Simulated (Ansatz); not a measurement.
# GaAs: the cost of one run

Program: Ansatz 0.2.0. Level of theory: DFT r²SCAN + D4, scalar-relativistic, plane waves, PAW. These are calculated values, not measurements.

### Step 1. The structure to begin with

Symmetry: F-43m, No. 216, cubic system. Conventional cell: a = 5.654 Å, b = 5.654 Å, c = 5.654 Å, α = 90.00°, β = 90.00°, γ = 90.00°. Around Ga (site symmetry -43m) lie 4 As at 2.45 Å. As (site symmetry -43m) is surrounded by 4 Ga at 2.45 Å.

As a file:

```xyz
2
Lattice="0.0000 2.8269 2.8269 2.8269 0.0000 2.8269 2.8269 2.8269 0.0000" Properties=species:S:1:pos:R:3 pbc="T T T"
Ga    0.0000    0.0000    0.0000
As    4.2403    4.2403    4.2403
```

At PBE, an earlier run found 3.27 GPa for this cell of 22.590 Å³/atom (8×8×8 mesh), mesh gap 0.52 eV. The cell is compressed at this level.

### Step 2. At the given cell

File input.yaml:

```yaml
crystal:
  lattice:
    - [0.0, 2.8268505379, 2.8268505379]
    - [2.8268505379, 0.0, 2.8268505379]
    - [2.8268505379, 2.8268505379, 0.0]
  atoms:
    - { symbol: Ga, position: [0.0, 0.0, 0.0] }
    - { symbol: As, position: [0.75, 0.75, 0.75] }
basis:
  ecutwfc: 500
  ecutrho_ratio: 4
kpoints:
  mp_grid: { grid: [8, 8, 8] }
hamiltonian:
  xc: r2scan
  dispersion: d4
scf:
  occupations: { method: gaussian, width: 0.05 }
output:
  forces: true
  stress: true
  eigenvalues: true
```

Launch:

```sh
ansatz run input.yaml --threads 4 --pin off --max-ram 8192MiB --backend cpu --events-out ev --progress --plain --runs-dir out
```

What time and memory should one allow on 4 threads of Arm Neoverse V1, shared host?

About 2 s, with a peak of 0.45 GiB.
